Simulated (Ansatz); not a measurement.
ZnS: computed properties

Theory: DFT PBE, scalar-relativistic, plane waves, PAW in Ansatz 0.2.0.

Settings: cutoff 420 eV, Γ-centred mesh 12×12×12 on the computed 12-atom cell, Gaussian smearing of 0.02 eV; no spin polarisation.

The structure is relaxed at this level of theory with its symmetry kept. This form isn't the usual stable structure of the compound.

```
CELL_PARAMETERS angstrom
1.92387 1.11075 18.87738
-1.92387 1.11075 18.87738
0.00000 -2.22149 18.87738
ATOMIC_POSITIONS crystal
Zn 0.44445 0.44445 0.44445
Zn 0.83337 0.83337 0.83337
Zn 0.61104 0.61104 0.61104
Zn 0.72220 0.72220 0.72220
Zn 0.99996 0.99996 0.99996
Zn 0.22221 0.22221 0.22221
S 0.40276 0.40276 0.40276
S 0.95827 0.95827 0.95827
S 0.56943 0.56943 0.56943
S 0.79174 0.79174 0.79174
S 0.68059 0.68059 0.68059
S 0.18058 0.18058 0.18058
```

(1) Formation energy from the elements' standard states (uncorrected)?

(2) Kohn–Sham band gap?

(3) Löwdin character of the top 1 eV of the valence band?

(4) Löwdin character of the lowest 1 eV of the conduction band?

Answers

(1) -0.821 eV/atom.

(2) 2.04 eV.

(3) S 3p 88 %, Zn 3d 8 %.

(4) Zn 4s 57 %, S 3s 26 %, S 3p 15 %.

Cost: 1 run of about 23 core-minutes, on Intel Xeon Platinum 8375C (Ice Lake) (shared hosts).